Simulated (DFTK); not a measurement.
The system is Os.

```
Os
1.0
     0.00000    1.94500    1.94500
     1.94500    0.00000    1.94500
     1.94500    1.94500    0.00000
Os
1
Cartesian
  0.0000 0.0000 0.0000
```

This isn't the form of Os at room conditions, which is hcp.

* Program: DFTK 0.8.2
* Task: single point
* Functional: PBE
* Potentials or basis: dojo.nc.sr.pbe.v0_4_1.standard.upf (PBE)
* Cutoff: 1007 eV
* k mesh: 12 × 12 × 12
* Occupations: fermi-dirac, width 0.05 eV
* Spin: no spin polarisation

On this cell: pressure -10.5 GPa; band gap on the k mesh none (metal or under the smearing width).

The same run follows on a disturbed copy (cell strained at random at fixed volume):

```
Os
1.0
     0.03202    1.94743    1.94431
     1.93066    0.01867    1.95766
     1.95368    1.98379   -0.00434
Os
1
Cartesian
  -0.0034 -0.0225 -0.0204
```

Problem. What changes?

Solution. The energy (extrapolated to zero smearing) moves by +15.3 meV/atom; pressure -10.1 GPa; band gap on the k mesh none (metal or under the smearing width).

Stress tensor (GPa, compression positive):
```
 -6.84  -9.04  -1.47
 -9.04 -11.71   2.66
 -1.47   2.66 -11.75
```
